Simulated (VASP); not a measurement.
Write the native input for VASP 6.6.1 that does the following.

```yaml
Task: relaxation of cell and atoms
Functional: PBEsol
Potentials_or_basis: VASP PAW PBE potentials, release 64 (K_sv, Cl)
Cutoff: 520 eV
k_mesh: 12 × 12 × 12
Occupations: gaussian, width 0.1 eV
Spin: no spin polarisation
Target_pressure: 3 GPa
Further_INCAR_settings: ALGO = Normal; EDIFF = 1e-07; IBRION = 2; EDIFFG = -0.15; NSW = 80; ISIF = 3
Target_pressure: 3 GPa
```

The structure of KCl lies in POSCAR:

```
KCl                                     
1.0
   -0.0000000000      3.0108886687      3.0108886687
    3.0108886687     -0.0000000000      3.0108886687
    3.0108886687      3.0108886687      0.0000000000
  K               Cl            
     1     1
Direct
     0.0000000000000000    1.0000000000000000    0.0000000000000000
     0.5000000000000000    0.5000000000000000    0.5000000000000000
```

These files were run (other wordings do the same):

INCAR

```
SYSTEM = KCl
ALGO = Normal ; EDIFF = 1E-7
EDIFFG = -0.15 ; ENCUT = 520
GGA = PS ; IBRION = 2
ISIF = 3 ; ISMEAR = 0
LASPH = .True. ; LCHARG = .False.
LREAL = .False. ; LWAVE = .False.
NELM = 60 ; NSW = 80
PREC = Accurate ; PSTRESS = 30.0
SIGMA = 0.1
```

KPOINTS

```
k-points
0
Gamma
  12 12 12
  0 0 0
```

Potentials or basis: VASP PAW PBE potentials, release 64 (K_sv, Cl).

Run with:

```sh
$ cat potpaw_PBE.64/K_sv/POTCAR potpaw_PBE.64/Cl/POTCAR > POTCAR
$ mpirun -np 1 vasp_std > vasp.out
```

Results of the run:

The pressure after relaxing is 2.7 GPa and the band gap on the k mesh is 5.48 eV, direct.

Caveat: the relaxation stopped at its first step, so nothing moved; the cell is relaxed towards a set pressure, so the enthalpy falls and the energy may rise; the PAW data sets were made with another functional, which shifts forces and pressure a little.

Wall time 26 s on 1 thread of Intel(R) Xeon(R) Platinum 8259CL CPU @ 2.50GHz (Skylake/Cascade Lake) (shared host), peak memory 0.2 GiB.
